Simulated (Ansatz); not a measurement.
Cost of a DFT run on AlAs

```yaml
crystal:
  lattice:
    - [0.0, 2.8304, 2.8304]
    - [2.8304, 0.0, 2.8304]
    - [2.8304, 2.8304, 0.0]
  atoms:
    - { symbol: Al, position: [0.0, 0.0, 0.0] }
    - { symbol: As, position: [0.25, 0.25, 0.25] }
kpoints:
  mp_grid: { grid: [13, 13, 13] }
scf:
  occupations: { method: fermi_dirac, width: 0.02 }
hamiltonian:
  xc: r2scan
  pseudopotentials: { kind: paw }
output:
  forces: true
  stress: true
  populations: true
  efg:
    quadrupole_moments_barn: { Al: 0.1466, As: 0.311 }
    contact_densities: true
  write_density: true
  write_potential: true
  elf: true
  volumetric_format: npy
```

```sh
ansatz run input.yaml --threads 1 --pin off --max-ram 3072MiB --backend cpu --events-out ev --progress --plain --runs-dir out
```

It runs on 1 thread of Intel Xeon 6975P-C (Granite Rapids) (x86_64; 16 cores open to the job, memory cap 3.0 GiB, no GPU), a shared host with a load of 0.6 a core.

**Question.** Estimate the wall time and the peak memory.

**Answer.** About 8 s of wall time (7.9 s of CPU time) and 0.53 GiB. The run holds 18 valence electrons in 13 bands, about 1139 plane waves a k-point and 84 irreducible k-points, and took 6 SCF iterations. Times on a shared host vary by tens of per cent.
